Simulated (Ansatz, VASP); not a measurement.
# One calculation of Cd, two programs

```
Cd
1.0
     0.00000    2.27325    2.27325
     2.27325    0.00000    2.27325
     2.27325    2.27325    0.00000
Cd
1
Direct
  0.00000 0.00000 0.00000
```

Alike in both runs: task single point; functional PBEsol; k mesh 16 × 16 × 16; occupations gaussian, width 0.1 eV; no spin polarisation.

|  | VASP | Ansatz |
| --- | --- | --- |
| version | VASP 6.6.1 | Ansatz 0.2.0 |
| potentials or method | VASP PAW PBE potentials, release 64 (Cd) | scalar-relativistic, plane waves, PAW |
| plane-wave cutoff (eV) | 520 | 420 |
| valence electrons in the cell | 12 | 20 |

|  | VASP | Ansatz | Ansatz less VASP |
| --- | --- | --- | --- |
| gap on the k mesh at the Fermi level (eV) | none | none | - |
| pressure (GPa) | -4.4 | -4.7 | -0.25 |

A gap of «none» marks a metal or a gap that the smearing closes. The functional is the same, so the differences come from potentials, cutoffs and numerics. The two sets of potentials don't hold the same shells in valence.

Caveats: the PAW data sets were made with another functional, which shifts forces and pressure a little (VASP).
